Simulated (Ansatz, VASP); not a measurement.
**TiSn23O48 (Ti_Sn): VASP beside Ansatz**

One calculation is typed for both programs; each brings its own data sets. How far apart do they land? Of the first pair: The structure shown is the start of the Ansatz relaxation below; VASP solves that cell, so the two are compared at the walk's first step.

Calculated with Ansatz 0.2.0; plane waves, with VASP 6.6.1 beside it; single point at r2SCAN.

## (1) Starting point

The cell holds 72 atoms: 23 Sn, 48 O and 1 Ti. Cell: a = 9.516 Å, b = 9.516 Å, c = 9.602 Å, α = 90.0°, β = 90.0°, γ = 90.0°. It derives from SnO2 (SnO2 (P4_2/mnm)). Nearest the centre at fractional (0.500, 0.500, 0.667): Ti72 at 0.05 Å, O35 at 2.02 Å, O70 at 2.02 Å, O45 at 2.08 Å, O52 at 2.09 Å, O56 at 2.11 Å, O41 at 2.11 Å, Sn22 at 3.19 Å. The cell carries charge −1.

## (2) Ansatz: relaxation, r2SCAN

Ansatz runs on its PAW soft_1 files.

The two programs are compared at the cell with which this relaxation starts, whose forces are those of its first step.

input.yaml reads:

```yaml
crystal:
  lattice:
    - [9.51550307, 0.0, 0.0]
    - [0.0, 9.51550307, 0.0]
    - [0.0, 0.0, 9.60204439]
  atoms:
    - { symbol: Sn, position: [0.25, 0.25, 0.16666667] }
    - { symbol: Sn, position: [0.0, 0.0, 0.0] }
    - { symbol: O, position: [0.09702862, 0.40297138, 0.16666667] }
    - { symbol: O, position: [0.40297138, 0.09702862, 0.16666667] }
    - { symbol: O, position: [0.15297138, 0.15297138, 0.0] }
    - { symbol: O, position: [0.34702862, 0.34702862, 0.0] }
    - { symbol: Sn, position: [0.25, 0.25, 0.5] }
    - { symbol: Sn, position: [0.0, 0.0, 0.33333333] }
    - { symbol: O, position: [0.09702862, 0.40297138, 0.5] }
    - { symbol: O, position: [0.40297138, 0.09702862, 0.5] }
    - { symbol: O, position: [0.15297138, 0.15297138, 0.33333333] }
    - { symbol: O, position: [0.34702862, 0.34702862, 0.33333333] }
    - { symbol: Sn, position: [0.25, 0.25, 0.83333333] }
    - { symbol: Sn, position: [0.0, 0.0, 0.66666667] }
    - { symbol: O, position: [0.09702862, 0.40297138, 0.83333333] }
    - { symbol: O, position: [0.40297138, 0.09702862, 0.83333333] }
    - { symbol: O, position: [0.15297138, 0.15297138, 0.66666667] }
    - { symbol: O, position: [0.34702862, 0.34702862, 0.66666667] }
    - { symbol: Sn, position: [0.25, 0.75, 0.16666667] }
    - { symbol: Sn, position: [0.0, 0.5, 0.0] }
    - { symbol: O, position: [0.09702862, 0.90297138, 0.16666667] }
    - { symbol: O, position: [0.40297138, 0.59702862, 0.16666667] }
    - { symbol: O, position: [0.15297138, 0.65297138, 0.0] }
    - { symbol: O, position: [0.34702862, 0.84702862, 0.0] }
    - { symbol: Sn, position: [0.25, 0.75, 0.5] }
    - { symbol: Sn, position: [0.0, 0.5, 0.33333333] }
    - { symbol: O, position: [0.09702862, 0.90297138, 0.5] }
    - { symbol: O, position: [0.40297138, 0.59702862, 0.5] }
    - { symbol: O, position: [0.15297138, 0.65297138, 0.33333333] }
    - { symbol: O, position: [0.34702862, 0.84702862, 0.33333333] }
    - { symbol: Sn, position: [0.25, 0.75, 0.83333333] }
    - { symbol: Sn, position: [0.0, 0.5, 0.66666667] }
    - { symbol: O, position: [0.09702862, 0.90297138, 0.83333333] }
    - { symbol: O, position: [0.40297138, 0.59702862, 0.83333333] }
    - { symbol: O, position: [0.15297138, 0.65297138, 0.66666667] }
    - { symbol: O, position: [0.34702862, 0.84702862, 0.66666667] }
    - { symbol: Sn, position: [0.75, 0.25, 0.16666667] }
    - { symbol: Sn, position: [0.5, 0.0, 0.0] }
    - { symbol: O, position: [0.59702862, 0.40297138, 0.16666667] }
    - { symbol: O, position: [0.90297138, 0.09702862, 0.16666667] }
    - { symbol: O, position: [0.65297138, 0.15297138, 0.0] }
    - { symbol: O, position: [0.84702862, 0.34702862, 0.0] }
    - { symbol: Sn, position: [0.75, 0.25, 0.5] }
    - { symbol: Sn, position: [0.5, 0.0, 0.33333333] }
    - { symbol: O, position: [0.59702862, 0.40297138, 0.5] }
    - { symbol: O, position: [0.90297138, 0.09702862, 0.5] }
    - { symbol: O, position: [0.65297138, 0.15297138, 0.33333333] }
    - { symbol: O, position: [0.84702862, 0.34702862, 0.33333333] }
    - { symbol: Sn, position: [0.75, 0.25, 0.83333333] }
    - { symbol: Sn, position: [0.5, 0.0, 0.66666667] }
    - { symbol: O, position: [0.59702862, 0.40297138, 0.83333333] }
    - { symbol: O, position: [0.90297138, 0.09702862, 0.83333333] }
    - { symbol: O, position: [0.65297138, 0.15297138, 0.66666667] }
    - { symbol: O, position: [0.84702862, 0.34702862, 0.66666667] }
    - { symbol: Sn, position: [0.75, 0.75, 0.16666667] }
    - { symbol: Sn, position: [0.5, 0.5, 0.0] }
    - { symbol: O, position: [0.59702862, 0.90297138, 0.16666667] }
    - { symbol: O, position: [0.90297138, 0.59702862, 0.16666667] }
    - { symbol: O, position: [0.65297138, 0.65297138, 0.0] }
    - { symbol: O, position: [0.84702862, 0.84702862, 0.0] }
    - { symbol: Sn, position: [0.75, 0.75, 0.5] }
    - { symbol: Sn, position: [0.5, 0.5, 0.33333333] }
    - { symbol: O, position: [0.59702862, 0.90297138, 0.5] }
    - { symbol: O, position: [0.90297138, 0.59702862, 0.5] }
    - { symbol: O, position: [0.65297138, 0.65297138, 0.33333333] }
    - { symbol: O, position: [0.84702862, 0.84702862, 0.33333333] }
    - { symbol: Sn, position: [0.75, 0.75, 0.83333333] }
    - { symbol: Ti, position: [0.5, 0.5, 0.66666667], spin: 1.0 }
    - { symbol: O, position: [0.59702862, 0.90297138, 0.83333333] }
    - { symbol: O, position: [0.90297138, 0.59702862, 0.83333333] }
    - { symbol: O, position: [0.65297138, 0.65297138, 0.66666667] }
    - { symbol: O, position: [0.84702862, 0.84702862, 0.66666667] }
  host:
    repeats: [2, 2, 3]
    atoms:
      - { symbol: Sn, position: [0.5, 0.5, 0.5] }
      - { symbol: Sn, position: [0.0, 0.0, 0.0] }
      - { symbol: O, position: [0.19405723, 0.80594277, 0.5] }
      - { symbol: O, position: [0.80594277, 0.19405723, 0.5] }
      - { symbol: O, position: [0.30594277, 0.30594277, 0.0] }
      - { symbol: O, position: [0.69405723, 0.69405723, 0.0] }
total_charge: -1
basis:
  ecutwfc: 500
  xc_grid: 2
hamiltonian:
  xc: r2scan
  pseudopotentials: { kind: paw, azcp: { folder: soft_1 } }
kpoints:
  mp_grid: { grid: [1, 1, 1], shift: [0.25, 0.25, 0.25] }
magnetization:
  spin_polarized: true
  initial_magnetization: 1
  spin_locking: { lock_magnetization: hard }
scf:
  occupations: { method: fixed }
  max_iter: 100
output:
  forces: true
  charged_corrections:
    epsilon: [4.6, 4.6, 4.91]
    static_epsilon: [13.48, 13.48, 10.42]
    defect_position: [0.5, 0.5, 0.666667]
relax:
  f_tol: 0.02
  max_steps: 80
  random_displacement: { amplitude: 0.05, seed: 6410 }
checkpoint:
  write: "../qm1_M1.relax.run"
  compress: false
  write_wavefunctions: true
  write_every: 100000
```

The run is started by

```bash
ansatz run input.yaml --threads 4 --pin off --max-ram 15073MiB --backend cpu --events-out ev --progress --plain --runs-dir out
```

Numbers of over 12 decimals in the logs are rounded to 6 here.

Log:

```text
Warning: This run holds its total moment fixed (magnetization.spin_locking.lock_magnetization: hard) and mixes its density by anderson or broyden (scf.mixing.algorithm, typed or taken by auto). Slabs with a fixed moment have converged under broyden above another state at the same moment, at the default mixing steps and at smaller ones, and under scf.lower_state_search: standard, light or off a state that such a mixer [...]
Engine: ansatz 0.2.0, aarch64-unknown-linux-gnu
Pseudopotentials: kind: paw
Pseudopotential: Sn, paw, valence charge 14, recommended cutoff 500 eV (meta_gga), soft_1/Sn.paw.azcp
Pseudopotential: O, paw, valence charge 6, recommended cutoff 500 eV (meta_gga), soft_1/O.paw.azcp
Pseudopotential: Ti, paw, valence charge 12, recommended cutoff 500 eV (meta_gga), soft_1/Ti.paw.azcp
Functional definition: r2SCAN
  parameter k0 = 0.174
  parameter k1 = 0.065
  parameter a1 = 4.9479
  exchange = r2scan_x(k0 = k0, k1 = k1, a1 = a1)
  correlation = r2scan_c
Crystal: 72 atoms, lattice volume = 869.415 Å³
Basis set: ecut = 500 eV, 22119 PW (Γ), exchange–correlation on 144×144×144 points (8 copies of the dense FFT grid, shifted against one another)
Bands: 384, of which v1, the nominal top of the filled ones, is band 312 counted from 1 (311 counted from 0)
Symmetry: 1 space group operations
k-points: 1
Non-local potential: Sn, projectors of the file, l = 0: 2, l = 1: 2, l = 2: 2, l = 3: 1
Non-local potential: O, projectors of the file, l = 0: 2, l = 1: 2, l = 2: 1
Non-local potential: Ti, projectors of the file, l = 0: 3, l = 1: 2, l = 2: 3, l = 3: 1
PAW form: soft (Blöchl's): semilocal exchange-correlation on the pseudo side does not see the compensation charge
PAW frozen core: Sn, regenerated for the run's functional (the file was generated under x = pbe(κ = 0.804, μ = 0.219515), c = pbe(β = 0.066725))
PAW frozen core: O, regenerated for the run's functional (the file was generated under x = pbe(κ = 0.804, μ = 0.219515), c = pbe(β = 0.066725))
PAW frozen core: Ti, regenerated for the run's functional (the file was generated under x = pbe(κ = 0.804, μ = 0.219515), c = pbe(β = 0.066725))
PAW one-centre angular grid: Sn, 590 points (default); XC on 160 Gauss nodes
PAW one-centre angular grid: O, 302 points (default); XC on 160 Gauss nodes
PAW one-centre angular grid: Ti, 590 points (default); XC on 160 Gauss nodes
Initial density: superposition of atomic densities (chi_scale 0.1, normalization cell, long waves kept (reshape's long-wave potential 0.09 eV rms))
Starting moments: Σ|m| = 1 μB on 1 of 72 sites
Initial wavefunctions: pseudopotential atomic-orbital guess
Functional: x = r2scan, c = r2scan; τ floored in thin density (d = 2e-4 eV/Å³)
SCF iter   1: F=—  HF=-168689.171645 eV  |F-HF|=—  |Δ(HF+E_count)|=         —  Δρ=4.10e-2 (↑4.10e-2 ↓4.02e-2)  dr2=4.99e1  dr2_τ=1.51e0  dr2_m=2.22e-1  M=1.000 μB ∫|m|=1.258 μB  β_m=1.20  ethr=3.10e-3  ⟨swp⟩=4.0  Hψ=2387  notcnv=0  defer=139
preconditioner: auto → Resta (q_TF=auto, 2.581 Å⁻¹)  ε∞=3.3  [insulator: Δε(μ)=0.356 eV  Ē_g=20.499 eV  n_scr=250 (ndim 8)  ℏωp=31.2 eV  f_vac=0.000  ε∞_Penn≈3.3]
spin=Collinear: Resta preconditioning applied to the charge; magnetization (m = ρ↑ − ρ↓) channel mixes plain (no charge-response kernel on spin).
SCF iter   2: F=—  HF=-168685.912111 eV  |F-HF|=—  |Δ(HF+E_count)|=    3.26e0  Δρ=2.66e-2 (↑2.65e-2 ↓2.66e-2)  dr2=1.90e1  dr2_τ=1.24e-1  dr2_m=6.94e-3  M=1.000 μB ∫|m|=1.207 μB  β_m=1.20  ethr=3.10e-3  ⟨swp⟩=2.0  Hψ=1470  notcnv=0  defer=132  κ⁻¹=1.0e0(r=1)
SCF iter   3: F=—  HF=-168686.786439 eV  |F-HF|=—  |Δ(HF+E_count)|=   8.74e-1  Δρ=2.15e-2 (↑2.15e-2 ↓1.35e-2)  dr2=7.84e0  dr2_τ=1.06e-1  dr2_m=5.94e-1  M=1.000 μB ∫|m|=1.114 μB  β_m=1.20  ethr=3.05e-3  ⟨swp⟩=2.5  Hψ=1268  notcnv=0  defer=134  κ⁻¹=1.3e-1(r=2)
SCF iter   4: F=—  HF=-168686.624892 eV  |F-HF|=—  |Δ(HF+E_count)|=   1.62e-1  Δρ=1.46e-2 (↑1.46e-2 ↓1.21e-2)  dr2=4.49e0  dr2_τ=4.78e-2  dr2_m=8.10e-2  M=1.000 μB ∫|m|=1.104 μB  β_m=1.20  ethr=1.26e-3  ⟨swp⟩=2.5  Hψ=1781  notcnv=0  defer=138  κ⁻¹=1.7e-2(r=3)
SCF iter   5: F=—  HF=-168687.668700 eV  |F-HF|=—  |Δ(HF+E_count)|=    1.04e0  Δρ=1.96e-2 (↑1.96e-2 ↓5.98e-3)  dr2=7.75e0  dr2_τ=1.11e-1  dr2_m=6.13e-1  M=1.000 μB ∫|m|=1.249 μB  β_m=1.20  ethr=7.21e-4  ⟨swp⟩=3.5  Hψ=2119  notcnv=0  defer=137  κ⁻¹=2.6e-3(r=4)
[...]
--- Relaxed structure (6 steps of the walk, 6 accepted, 0 SCFs on fresh bases) ---
  F+E_penalty+E_count = -168688.76628904 eV   max|allowed force component| = 5.382e-3 eV/Å
  atoms:
    - { symbol: Sn, position: [0.249745, 0.249784, 0.167166] }
    - { symbol: Sn, position: [1.77241666346404e-5, 6.501944048173645e-5, -0.000136442] }
    - { symbol: O, position: [0.096846, 0.402556, 0.167143] }
    - { symbol: O, position: [0.402519, 0.096890, 0.167145] }
    - { symbol: O, position: [0.153533, 0.153579, -0.000534951] }
    - { symbol: O, position: [0.347430, 0.347478, 0.000860451] }
    - { symbol: Sn, position: [0.251988, 0.252027, 0.501691] }
    - { symbol: Sn, position: [-4.400997512556765e-7, 3.795929969940424e-5, 0.334526] }
    - { symbol: O, position: [0.097854, 0.403588, 0.500505] }
    - { symbol: O, position: [0.403550, 0.097898, 0.500502] }
    - { symbol: O, position: [0.153498, 0.153539, 0.334717] }
    - { symbol: O, position: [0.347506, 0.347544, 0.333644] }
    - { symbol: Sn, position: [0.251984, 0.252028, 0.832628] }
    - { symbol: Sn, position: [9.98372359902162e-6, 5.0265253263548765e-5, 0.667194] }
    - { symbol: O, position: [0.097892, 0.403668, 0.833858] }
    - { symbol: O, position: [0.403625, 0.097938, 0.833866] }
    - { symbol: O, position: [0.153656, 0.153691, 0.667041] }
    - { symbol: O, position: [0.350573, 0.350629, 0.667241] }
    - { symbol: Sn, position: [0.250511, 0.749551, 0.167197] }
    - { symbol: Sn, position: [-3.186311891614775e-5, 0.500048, 0.000458324] }
    - { symbol: O, position: [0.097144, 0.902924, 0.167207] }
    - { symbol: O, position: [0.403439, 0.596629, 0.167186] }
    - { symbol: O, position: [0.153205, 0.652338, 0.000567587] }
    - { symbol: O, position: [0.347715, 0.846825, 0.000765911] }
    - { symbol: Sn, position: [0.251919, 0.748247, 0.501008] }
    - { symbol: Sn, position: [5.316823834356623e-5, 0.500051, 0.333913] }
    - { symbol: O, position: [0.097682, 0.902311, 0.500542] }
    - { symbol: O, position: [0.404585, 0.595439, 0.504691] }
    - { symbol: O, position: [0.153234, 0.652347, 0.333627] }
    - { symbol: O, position: [0.347730, 0.846852, 0.333821] }
    - { symbol: Sn, position: [0.251814, 0.748151, 0.833382] }
    - { symbol: Sn, position: [5.069211522318505e-6, 0.500055, 0.667186] }
    - { symbol: O, position: [0.097754, 0.902393, 0.833872] }
    - { symbol: O, position: [0.404627, 0.595478, 0.829681] }
    - { symbol: O, position: [0.151261, 0.653713, 0.667027] }
    - { symbol: O, position: [0.346356, 0.848795, 0.667366] }
    - { symbol: Sn, position: [0.749515, 0.250550, 0.167194] }
    - { symbol: Sn, position: [0.500011, 1.0495387247449822e-5, 0.000478834] }
[...]
- { symbol: Sn, position: [0.748204, 0.251956, 0.501012] }
    - { symbol: Sn, position: [0.500015, 9.518220590800843e-5, 0.333933] }
[...]
- { symbol: Sn, position: [0.748102, 0.251860, 0.833381] }
    - { symbol: Sn, position: [0.500007, 5.9992077838033535e-5, 0.667208] }
[...]
- { symbol: Sn, position: [0.750275, 0.750314, 0.167230] }
    - { symbol: Sn, position: [0.499985, 0.500020, -0.00196929] }
[...]
- { symbol: Sn, position: [0.748034, 0.748076, 0.501770] }
    - { symbol: Sn, position: [0.500047, 0.500069, 0.336366] }
    - { symbol: O, position: [0.596407, 0.902188, 0.500557] }
    - { symbol: O, position: [0.902127, 0.596435, 0.500506] }
    - { symbol: O, position: [0.652580, 0.652627, 0.333554] }
    - { symbol: O, position: [0.846487, 0.846520, 0.334917] }
    - { symbol: Sn, position: [0.748030, 0.748076, 0.832707] }
    - { symbol: Ti, position: [0.499992, 0.500068, 0.667197] }
    - { symbol: O, position: [0.596471, 0.902209, 0.833911] }
    - { symbol: O, position: [0.902154, 0.596505, 0.833868] }
    - { symbol: O, position: [0.649432, 0.649487, 0.667169] }
    - { symbol: O, position: [0.846371, 0.846405, 0.667344] }
```

(Part 1 of 3 ends here.)

[Lines on the potential files, build, host, timing and source positions are cut from VASP's logs without a mark.]

[Logs are printed without paths, hosts, clocks, repeated set-up lines and the standing remarks that a program may print on its own settings, such as how far it seeks lower states.]

[Hosts, paths, dates, database ids (printed as entryN), source tags and the programs' standing remarks are cut or masked in the printed files.]
